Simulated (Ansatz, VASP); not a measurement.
# Ta: VASP beside Ansatz

The input INCAR:

```
ALGO = Fast ; EDIFF = 1E-6
ENCUT = 520 ; GGA = PE
ISIF = 2 ; ISMEAR = 0
LASPH = T ; LCHARG = F
LREAL = F ; LWAVE = F
NBANDS = 12 ; NELM = 80
PREC = Accurate ; SIGMA = 0.028000000000000004
```

KPOINTS

```
k-points
0
Gamma
  11 11 11
```

File POSCAR:

```
Ta
1.0
   -1.6512800000      1.6512800000      1.6512800000
    1.6512800000     -1.6512800000      1.6512800000
    1.6512800000      1.6512800000     -1.6512800000
Ta
1
Direct
    0.0000000000      0.0000000000      0.0000000000
```

The input input.yaml:

```yaml
crystal:
  lattice:
    - [-1.65128, 1.65128, 1.65128]
    - [1.65128, -1.65128, 1.65128]
    - [1.65128, 1.65128, -1.65128]
  atoms:
    - { symbol: Ta, position: [0.0, 0.0, 0.0] }
kpoints:
  mp_grid: { grid: [11, 11, 11] }
scf:
  occupations: { method: gaussian, width: 0.028 }
hamiltonian:
  xc: pbe
  pseudopotentials: { kind: all_electron, lapw: { basis_error: 0.001 } }
output:
  forces: true
  stress: true
  eigenvalues: true
```

Alike in both runs: task single point; functional PBE; k mesh 11 × 11 × 11; occupations gaussian, width 0.028 eV; no spin polarisation.

```csv
,VASP,Ansatz
version,VASP 6.6.1,Ansatz 0.2.0
potentials or method,"VASP PAW PBE potentials, release 64 (Ta_pv)","all-electron LAPW, scalar-relativistic"
plane-wave cutoff (eV),520,see its input
```

VASP gave:

```
gap on the k mesh at the Fermi level (eV) : none
pressure (GPa)                            : 2.2
```

Question: Estimate Ansatz's values.

Answer: gap on the k mesh at the Fermi level (eV): none; pressure (GPa): 2.1.

A gap of «none» marks a metal or a gap that the smearing closes. Ansatz ran all-electron here, so the differences hold the error of VASP's frozen core and of both bases.

The runs have no spin-orbit coupling, so splittings on Ta are missing.
